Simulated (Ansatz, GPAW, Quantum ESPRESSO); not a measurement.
## HfO2: band gap by level of theory

```
Hf O
1.0
     3.55802    0.00000    0.00000
     0.00000    3.55802    0.00000
     0.00000    0.00000    5.17186
Hf O
2 4
Direct
  0.00000 0.00000 0.00000
  0.50000 0.50000 0.50000
  0.00000 0.50000 0.19721
  0.50000 0.00000 0.30279
  0.50000 0.00000 0.80279
  0.00000 0.50000 0.69721
```

Measurements of this composition are mostly on another form, of space group No. 14.

| rung | level | program and potentials | cutoff (eV) | k mesh | task | core time | chip | band gap (eV) | notes |
| --- | --- | --- | --- | --- | --- | --- | --- | --- | --- |
| GGA | PBEsol | Ansatz, all-electron LAPW, scalar-relativistic | - | 8 × 8 × 5 | band structure | 73 s | Intel Xeon 6975P-C Granite Rapids | 4.64 | from the band path |
| GGA | PBEsol | GPAW, PAW data sets generated for this functional | 800 | 5 × 5 × 4 | band structure | 2.8 min | Arm Neoverse V1 | 4.63 | - |
| GGA | PBEsol | Quantum ESPRESSO, GBRV 1.5 PBEsol | 612 | 8 × 8 × 5 | band structure | 2.9 min | Arm Neoverse V1 | 4.68 | from the band path |
| LDA | LDA | Quantum ESPRESSO, GBRV 1.5 LDA | 612 | 8 × 8 × 5 | band structure | 3 min | Arm Neoverse V1 | 4.58 | from the band path |
| model potential | TB-mBJ | GPAW, GPAW PAW data sets for LDA (gpaw-data 1.2.1) | 800 | 6 × 6 × 4 | single point | 3.6 min | AMD EPYC 9R45 Zen 5 | 6.36 | potentials made for LDA |

Times are single runs on shared hosts and different chips, so they are rough; meshes, cutoffs and the tasks' sizes weigh on the time. All rows: no spin polarisation. Gaps are the least found on the k mesh or the band path, and a mesh can miss the band edges. Meshes differ between rows, which moves values too. All levels ran on this one cell, unrelaxed unless noted. Meshes are those of the run's cell of 6 atoms unless a note names another. Runs on faulty files, with rough fits or with known faults for this quantity aren't shown. No row holds spin-orbit coupling.

By rung: LDA 4.58; GGA 4.63 to 4.68; model potential 6.36 (eV).

The cell is the tetragonal, fluorite-derived form of HfO2, and every level makes it a wide-gap insulator. This follows from the formal d⁰ configuration of Hf(IV): the filled valence band is mainly O 2p, while the empty conduction states are mainly Hf 5d, kept high in energy by the strongly electropositive metal.

The three PBEsol values, 4.63 to 4.68 eV, agree closely despite different treatments of the core, and LDA lies only slightly lower at 4.58 eV. Gradient corrections therefore matter little at fixed geometry. The large step is to TB-mBJ, at 6.36 eV, probably because its potential raises the empty Hf 5d states relative to O 2p, partly making up for the derivative discontinuity missing from the LDA and GGA gaps.

The semilocal values are thus best read as underestimates of the quasiparticle gap, but the larger TB-mBJ value isn't by itself proof of accuracy for this polymorph.
